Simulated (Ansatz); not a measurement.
The system is TiO2.

```
CELL_PARAMETERS angstrom
2.96826 0.00000 0.00000
0.00021 4.70761 0.00000
1.48357 0.24235 7.08346
ATOMIC_POSITIONS crystal
Ti 0.00337 0.00039 0.00070
Ti 0.34464 0.48026 0.31696
Ti 0.66171 0.52047 0.68450
O 0.44004 0.18544 0.12854
O 0.77793 0.29773 0.45188
O 0.10124 0.30895 0.80624
O 0.90650 0.69184 0.19517
O 0.22941 0.70301 0.54951
O 0.56803 0.81530 0.87283
```

The cell comes from a database or a generator and needn't be the stable form of this composition.

```yaml
Program: Ansatz 0.2.0
Task: relaxation of cell and atoms
Functional: BLYP
Dispersion: D3(BJ)
Potentials_or_basis: Ansatz PAW
Cutoff: "420 eV (not typed: the program's choice for these potentials)"
k_mesh: 9 × 6 × 4
Occupations: fermi-dirac, width 0.05 eV
Spin: no spin polarisation
```

At the start: volume 11.00 Å³/atom.

How do energy, volume and symmetry change on relaxing?

It ends after 17 steps and the volume is 10.91 Å³/atom (-0.8 %); space group C2/m (No. 12, to 0.05 Å).

Step by step:
```
step  energy change (eV)  largest force (eV/Å)  volume (Å³)
   1              0.0000                0.3484        98.98
   2             -0.0161                0.1488        98.53
   3             -0.0159                0.3013        98.65
   4             -0.0208                0.0340        98.43
   5             -0.0211                0.0152        98.40
   6             -0.0211                0.0034        98.42
   7             -0.0189                0.0037        98.42
   8             -0.0195                0.0037        98.35
   9             -0.0198                0.0042        98.31
  10             -0.0193                0.0042        98.31
  11             -0.0197                0.0117        98.26
  12             -0.0199                0.0046        98.24
  13             -0.0196                0.0046        98.24
  14             -0.0199                0.0015        98.20
  15             -0.0201                0.0097        98.16
  16             -0.0202                0.0042        98.15
  17             -0.0199                0.0042        98.15
```

Final structure:
```
Ti O
1.0
     2.97263   -0.00006    0.00011
     0.00011    4.66988    0.09298
     1.48601    0.38028    7.07831
Ti O
3 6
Direct
  0.00324 0.00038 0.00070
  0.34438 0.45899 0.31909
  0.66289 0.54176 0.68232
  0.43698 0.17332 0.13415
  0.77256 0.28629 0.46304
  0.09866 0.32486 0.81087
  0.90884 0.67589 0.19053
  0.23489 0.71446 0.53837
  0.57042 0.82743 0.86726
```

Caveat: the plane-wave basis is chosen anew once the cell has moved, so the energies of steps on either side of that aren't comparable; the pressure holds a Pulay correction of +0.9 GPa for the finite cutoff; the PAW data sets come from PBE, with cores solved anew for the run's functional, which leaves a small shift of forces and pressure.
